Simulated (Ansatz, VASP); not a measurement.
# One calculation of Au, two programs

```xyz
3
Lattice="3.9820 0.0000 0.0000 0.0000 3.9820 0.0000 0.0000 0.0000 3.9820" Properties=species:S:1:pos:R:3 pbc="T T T"
Au    1.9910    0.0000    0.0000
Au    0.0000    1.9910    0.0000
Au    0.0000    0.0000    1.9910
```

The cell was built by a generator and needn't be a form met in nature.

Alike in both runs: task single point; functional PBE; k mesh 12 × 12 × 12; occupations gaussian, width 0.1 eV; no spin polarisation.

|  | VASP | Ansatz |
| --- | --- | --- |
| version | VASP 6.6.1 | Ansatz 0.2.0 |
| potentials or method | VASP PAW PBE potentials, release 64 (Au) | scalar-relativistic, plane waves, PAW |
| plane-wave cutoff (eV) | 520 | 420 |
| valence electrons in the cell | 33 | 57 |

|  | VASP | Ansatz | Ansatz less VASP |
| --- | --- | --- | --- |
| gap on the k mesh at the Fermi level (eV) | none | none | - |
| pressure (GPa) | -0.2 | 0.0 | +0.19 |

A gap of «none» marks a metal or a gap that the smearing closes. The two sets of potentials don't hold the same shells in valence.

Spin-orbit coupling is left out, which matters for the levels of Au.
